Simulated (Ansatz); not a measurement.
Ge:

```
Ge
1.0
    -2.49590    2.65086    1.43695
     2.49590   -2.65086    1.43695
     2.49590    2.65086   -1.43695
Ge
2
Direct
  0.31406 0.06406 0.25000
  0.68594 0.93594 0.75000
```

This isn't the form of Ge at room conditions, which is diamond.

Base run:

* Program: Ansatz 0.2.0
* Functional: BLYP
* Potentials or basis: Ansatz PAW
* Cutoff: 420 eV (not typed: the program's choice for these potentials)
* k mesh: 11 × 11 × 11
* Occupations: fermi-dirac, width 0.05 eV
* Spin: no spin polarisation

Its results: band gap on the k mesh none (metal or under the smearing width); pressure 7.4 GPa; largest force 0.077 eV/Å.

**Question.** After a change of settings the same cell gave: band gap on the k mesh none (metal or under the smearing width); pressure 2.4 GPa; largest force 0.055 eV/Å. Which change was it?
A. functional from BLYP to r2SCAN; cutoff from 420 eV (not typed: the program's choice for these potentials) to 500 eV (not typed: the program's choice for these potentials)
B. functional from BLYP to revPBE
C. functional from BLYP to PBEsol

**Answer.** B.

Caveats: the PAW data sets come from PBE, with cores solved anew for the run's functional, which leaves a small shift of forces and pressure.

Runs at the PBE level aren't shown here.
